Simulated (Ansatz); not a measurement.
The cell is COD entry 9017842, as deposited and not checked against the literature; nothing was relaxed.

Ru: DFT, PBE, PAW with Ansatz's default frozen-core files, scalar-relativistic (Ansatz 0.2.0).

```yaml
crystal:
  lattice:
    - [2.7057993342, 0.0, 0.0]
    - [-1.3528996671, 2.343290961, 0.0]
    - [0.0, 0.0, 4.2819]
  atoms:
    - { symbol: Ru, position: [0.3333333333, 0.6666666667, 0.25] }
    - { symbol: Ru, position: [0.6666666667, 0.3333333333, 0.75] }
kpoints:
  mp_grid: { grid: [14, 14, 8] }
  band_path:
    path:
      - [0.0, 0.0, 0.0]
      - [0.5, 0.0, 0.0]
      - [0.3333333333, 0.3333333333, 0.0]
      - [0.0, 0.0, 0.0]
      - [0.0, 0.0, 0.5]
      - [0.5, 0.0, 0.5]
      - [0.3333333333, 0.3333333333, 0.5]
      - [0.0, 0.0, 0.5]
      - [0.5, 0.0, 0.5]
    npoints: 8
scf:
  occupations: { method: fermi_dirac, width: 0.03 }
hamiltonian:
  xc: pbe
  pseudopotentials: { kind: paw }
output:
  forces: true
  stress: true
  eigenvalues: true
  efg: { contact_densities: true }
  populations: true
  bader: true
  dos: { projected: true, de: 0.2, e_range: [-14, 8] }
```

Output:

```
Ru: output.efg is read without spin–orbit coupling, which moves field gradients at and beside such atoms by some per cent and up to a factor of two; PAW files take it under magnetization.noncollinear and magnetization.spin_orbit
Engine: ansatz 0.2.0
Pseudopotentials: kind: paw
Pseudopotential: Ru, paw, valence charge 16, recommended cutoff 420 eV (normal)
Functional definition: PBE
  parameter kappa = 0.804
  parameter beta = 0.06672455060314922
  exchange = pbe_x(kappa = kappa, mu = beta*pi^2/3)
  correlation = pbe_c(beta = beta)
Crystal: 2 atoms, lattice volume = 27.149 Å³
Basis set: ecut = 420 eV, 537 PW (Γ), exchange–correlation on 40×40×60 points (8 copies of the dense FFT grid, shifted against one another)
Bands: 20, of which v1, the nominal top of the filled ones, is band 16 counted from 1 (15 counted from 0)
Symmetry: 24 space group operations
Space group: P63/mmc (ITA 194), of the structure as read, at distance tolerance 3.0e-5 Å
k-points: 120 of 1568
Non-local potential: Ru, projectors of the file, l = 0: 3, l = 1: 2, l = 2: 2, l = 3: 1
PAW form: soft (Blöchl's): semilocal exchange-correlation on the pseudo side does not see the compensation charge
PAW one-centre angular grid: Ru, 590 points (default); XC on 64 Gauss nodes
Initial density: superposition of atomic densities (neutral atoms: chi_scale 0, normalization atom), corrected by the library's trained network
Initial wavefunctions: pseudopotential atomic-orbital guess
Functional: x = pbe(κ = 0.804, μ = 0.2195149727645171), c = pbe(β = 0.06672455060314922)
SCF iter   1: F=—  HF=-11757.365164 eV  |F-HF|=—  |Δ(HF+E_count)|=         —  Δρ=6.46e-3  dr2=2.29e-3  ethr=1.77e-3  ⟨swp⟩=5.3  Hψ=9529  notcnv=0
preconditioner: auto → none  [metal: Δε(μ)=0.010 eV  Ē_g=5.836 eV  σ=0.030 eV  W_gap=0.08  n_scr=8 (ndim 8)  ℏωp=28.5 eV  f_vac=0.000  D(μ)=2.31/eV (n_scr^D=22)  sad-step TF]
SCF iter   2: F=—  HF=-11757.367714 eV  |F-HF|=—  |Δ(HF+E_count)|=   2.55e-3  Δρ=3.83e-3  dr2=8.35e-4  ethr=7.15e-6  ⟨swp⟩=2.0  Hψ=5297  notcnv=0  defer=1
SCF iter   3: F=—  HF=-11757.368803 eV  |F-HF|=—  |Δ(HF+E_count)|=   1.09e-3  Δρ=2.68e-4  dr2=3.47e-6  ethr=2.61e-6  ⟨swp⟩=2.0  Hψ=3279  notcnv=0  defer=1
SCF iter   4: F=—  HF=-11757.368771 eV  |F-HF|=—  |Δ(HF+E_count)|=   3.25e-5  Δρ=1.11e-4  dr2=6.59e-7  ethr=1.08e-8  ⟨swp⟩=2.0  Hψ=4327  notcnv=0  defer=1
SCF iter   5: F=—  HF=-11757.368771 eV  |F-HF|=—  |Δ(HF+E_count)|=   9.11e-7  Δρ=2.68e-5  dr2=1.08e-7  ethr=2.06e-9  ⟨swp⟩=2.0  Hψ=4316  notcnv=0  defer=1
SCF iter   6: F=-11757.368771 eV  HF=-11757.368771 eV  |F-HF|=3.62e-10  |Δ(HF+E_count)|=   2.17e-8  Δρ=3.89e-6  dr2=2.11e-9  ethr=3.13e-10  ⟨swp⟩=4.3  Hψ=7837  notcnv=0
SCF 1 converged in 6 iterations: F = -11757.368771 eV  dr2 = 2.11e-9
  greatest PAW one-centre occupation: 0.998 electrons in one spin orbital (limit 2), on the Ru atom at site 1 (counted from 0), in its partial waves of l = 0
NSCF: frozen V_eff on 65 k-points
SCF converged after 6 iterations
Free energy (F): -11757.368771 eV
Harris-Foulkes:  -11757.368771 eV  (|F-HF|=3.62e-10)
Internal energy: -11757.362069 eV  (E = F + TS)
E sigma→0 (E₀):  -11757.365420 eV
Entropy (-TS):   -0.006702 eV (-3.351 meV/atom)
Fermi energy:    23.513074 eV
--- Per-component energies (eV) ---
  E_band       = -105.961242
  E_kinetic    = 1028.859935
  E_local      = -2515.079482  (includes V_loc(G=0)·N_el)
  E_nonlocal   = 685.892064
  E_hartree    = 808.239352
  E_xc         = -381.450095
  E_vxc        = -478.939983  (∫ρ·V_xc dr)
  E_paw        = -6921.367443  (= ΣΔE_a)
  E_vpaw       = -443.169697  (= ΣTr[D̂ρ^β])
  E_aug_tail   = -0.000389  (compensation charges beyond the density's cutoff)
  E_ewald      = -4462.456013
  E_smearing   = -0.006702  (= −TS)
  E_closure    = 0.000000  (closes the sum)
  Σ components = -11757.368771   (vs F -11757.368771, Δ=0.00e0)
--- Forces (eV/Å), atoms counted from 1 ---
  atom   1  Ru     0.00000000     0.00000000     0.00000000
  atom   2  Ru     0.00000000    -0.00000000     0.00000000
  max |Σ_I F_I| component: 0.00e0 eV/Å
--- Stress (GPa, compression-positive) ---
        5.108675       0.000000       0.000000
        0.000000       5.108675       0.000000
        0.000000       0.000000       3.454375
  P = ⅓ Tr σ = 4.5572 GPa (45.572 kbar)
--- PAW observables at the nuclei: V_zz in 10²¹ V/m², potentials from the cell's mean, atoms counted from 1 ---
  atom   1  Ru V_zz =    -0.902929   η = 0.0000   by run symmetry: allowed
            electrostatic potential = -6805.492460 V   contact ρ = 719498.578395 e/Å³
  atom   2  Ru V_zz =    -0.902929   η = 0.0000   by run symmetry: allowed
            electrostatic potential = -6805.492460 V   contact ρ = 719498.578395 e/Å³
--- Band table (eV; the first three rows and the last of 120) ---
  k-point 0: bands = ["-49.6088", "-49.4034", "-20.1015", "-19.1600", "-19.1600", "-18.9894", "-18.9894", "-18.9541", "15.5418", "17.3227", "20.9313", "20.9313", "21.1026", "21.6133", "21.6133", "22.1345", "22.1345", "24.7103", "24.7103", "24.8168"]
  k-point 1: bands = ["-49.6011", "-49.4114", "-20.0598", "-19.1536", "-19.1536", "-19.0000", "-18.9960", "-18.9960", "15.7165", "17.3806", "20.8315", "20.8315", "21.0162", "21.5109", "21.5109", "22.3716", "22.3716", "24.2432", "24.7189", "24.7189"]
  k-point 2: bands = ["-49.5791", "-49.4339", "-19.9401", "-19.1352", "-19.1352", "-19.1294", "-19.0146", "-19.0146", "16.2079", "17.5235", "20.6938", "20.6938", "20.8042", "21.2628", "21.2628", "22.8996", "22.8996", "22.9707", "24.6787", "24.6787"]
  k-point 119: bands = ["-49.3878", "-49.3878", "-19.8663", "-19.8663", "-19.5739", "-19.5739", "-19.1507", "-19.1507", "18.7020", "18.7020", "19.5066", "19.5066", "20.8035", "20.8035", "22.3927", "22.3927", "24.7899", "24.7899", "31.5111", "31.5111"]
--- Löwdin populations: 2 sites ---
  site symbol       q [e]
     0     Ru     15.9102
     1     Ru     15.9102
  spilling = 0.005612 (of n_electrons = 32.000000)
--- Bader charges: 2 sites ---
  site symbol  charge [e]  shift [e]
     0     Ru      0.0000     0.0000
     1     Ru      0.0000     0.0000
  estimated error of the sums over rays = 8.5e-5 e
```

populations.tsv:

```
# site	symbol	l	j	q
# orbitals = lowdin
# n_electrons = 32.000000
# spilling = 0.005612
0	Ru	0_4S	-	1.956260
0	Ru	0_5S	-	0.787714
0	Ru	1_4P	-	5.994348
0	Ru	2_4D	-	7.171880
1	Ru	0_4S	-	1.956260
1	Ru	0_5S	-	0.787714
1	Ru	1_4P	-	5.994348
1	Ru	2_4D	-	7.171880
```

bader_charges.tsv:

```
# site	symbol	x_ang	y_ang	z_ang	partial_charge_e	electrons	volume_ang3	relative_density_drop	shared_charge_e	partial_wave_shift_e
# quadrature_error_electrons = 8.5e-5
0	Ru	0.0000	1.5622	1.0705	0.00000	44.00000	13.57	-	0.00000	0.00000
1	Ru	1.3529	0.7811	3.2114	0.00000	44.00000	13.57	-	0.00000	0.00000
```
